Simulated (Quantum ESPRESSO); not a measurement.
A calculation with Quantum ESPRESSO 7.5 of As (ASE script, structure typed inline):

run.py

```python
import numpy as np
from ase.calculators.espresso import Espresso, EspressoProfile
from ase import Atoms

atoms = Atoms(['As', 'As'],
              cell=[[1.8807968987, 1.0858785957, 3.5140619945], [-1.8807968987, 1.0858785957, 3.5140619945], [0.0, -2.1717571915, 3.5140619945]],
              scaled_positions=[[0.226, 0.226, 0.226], [0.774, 0.774, 0.774]],
              pbc=True)

input_data = {
    'control': {'calculation': 'scf', 'prefix': 'pwscf', 'outdir': './tmp', 'tprnfor': True, 'tstress': True, 'disk_io': 'nowf'},
    'system': {'ecutwfc': 45.0, 'ecutrho': 360.0, 'nbnd': 10, 'occupations': 'smearing', 'smearing': 'fd', 'degauss': 0.00367493},
    'electrons': {'conv_thr': 4e-10, 'electron_maxstep': 120, 'mixing_beta': 0.5},
}
pseudopotentials = {'As': 'as_pbesol_v1.uspp.F.UPF'}
profile = EspressoProfile(command='mpirun -n 2 pw.x -nk 2', pseudo_dir='pseudo')
dft = Espresso(profile=profile, input_data=input_data, pseudopotentials=pseudopotentials, kpts=(9, 9, 9), koffset=(0, 0, 0))
atoms.calc = dft

print(f'energy {atoms.get_potential_energy():.8f} eV')
print('forces (eV/A)')
print(np.round(atoms.get_forces(), 6))
print('stress (eV/A^3, Voigt)')
print(np.round(atoms.get_stress(), 8))
print(f'Fermi level {dft.get_fermi_level():.4f} eV')
```

Potentials or basis: GBRV 1.5 PBEsol.

Command:

```bash
$ OMP_NUM_THREADS=1 python run.py
```

**Question.** Write the same calculation in another form: native input, structure typed inline.

**Answer.** As run:

pw.in

```
&CONTROL
  calculation = 'scf'
  prefix = 'pwscf'
  outdir = './tmp'
  pseudo_dir = './pseudo'
  tprnfor = .true.
  tstress = .true.
  disk_io = 'low'
/
&SYSTEM
  ibrav = 0
  celldm(1) = 8
  nat = 2
  ntyp = 1
  ecutwfc = 45
  ecutrho = 360
  nbnd = 10
  occupations = 'smearing'
  smearing = 'fd'
  degauss = 0.00367493
/
&ELECTRONS
  conv_thr = 4d-10
  electron_maxstep = 120
  mixing_beta = 0.5
/
ATOMIC_SPECIES
As    74.9216 as_pbesol_v1.uspp.F.UPF
CELL_PARAMETERS alat
  0.4442738793236   0.2565016438083   0.8300768443201
 -0.4442738793236   0.2565016438083   0.8300768443201
  0.0000000000000  -0.5130032876402   0.8300768443201
ATOMIC_POSITIONS crystal
As     0.2260000000    0.2260000000    0.2260000000
As     0.7740000000    0.7740000000    0.7740000000
K_POINTS automatic
9 9 9 0 0 0
```

pp_density.in

```
&INPUTPP
  prefix = 'pwscf'
  outdir = './tmp'
  filplot = 'density.dat'
  plot_num = 0
/
&PLOT
  nfile = 1
  filepp(1) = 'density.dat'
  iflag = 3
  output_format = 6
  fileout = 'density.cube'
/
```

Contents of pp_potential.in:

```
&INPUTPP
  prefix = 'pwscf'
  outdir = './tmp'
  filplot = 'potential.dat'
  plot_num = 11
/
&PLOT
  nfile = 1
  filepp(1) = 'potential.dat'
  iflag = 3
  output_format = 6
  fileout = 'potential.cube'
/
```

Potentials or basis: GBRV 1.5 PBEsol.

Run with:

```bash
$ OMP_NUM_THREADS=1 mpirun -n 2 pw.x -nk 2 -in pw.in > pw.out
$ OMP_NUM_THREADS=1 mpirun -n 1 pp.x -in pp_density.in > pp_density.out
$ OMP_NUM_THREADS=1 mpirun -n 1 pp.x -in pp_potential.in > pp_potential.out
```

Both were run:

|  | ASE script, structure typed inline | native input, structure typed inline |
| --- | --- | --- |
| Pressure | 0.8 GPa | 0.8 GPa |
| Largest force | 0.448 eV/Å | 0.448 eV/Å |
| Band gap on the k mesh | none (metal or under the smearing width) | none (metal or under the smearing width) |

Keys that steer only the numerical path or the files written may differ.
